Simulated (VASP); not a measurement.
The system is BaTe.

```
Ba Te
1.0
     0.00000    3.53239    3.53239
     3.53239    0.00000    3.53239
     3.53239    3.53239    0.00000
Ba Te
1 1
Direct
  0.00000 0.00000 0.00000
  0.50000 0.50000 0.50000
```

The cell was built by a generator and needn't be a form met in nature.

Base run:

| Quantity | Value |
| --- | --- |
| Program | VASP 6.6.1 |
| Functional | PBE |
| Potentials or basis | VASP PAW PBE potentials, release 64 (Ba_sv, Te) |
| Cutoff | 520 eV |
| k mesh | 6 × 6 × 6 |
| Occupations | gaussian, width 0.01 eV |
| Spin | no spin polarisation |

Its results: band gap on the k mesh 1.58 eV, indirect (least direct gap 1.96 eV); pressure 0.3 GPa.

Q: The run is repeated on the same cell with these changes: functional from PBE to r2SCAN. What comes out?

A: Band gap on the k mesh 1.93 eV, indirect (least direct gap 2.32 eV); pressure 0.3 GPa.

r2SCAN gives the wider gap, since meta-GGAs in the generalised Kohn-Sham scheme recover part of the derivative discontinuity.

Caveats: spin-orbit coupling is left out, which moves the levels of the heavy elements; the PAW data sets were made with another functional, which shifts forces and pressure a little (some runs).

A k mesh can miss the band edges.
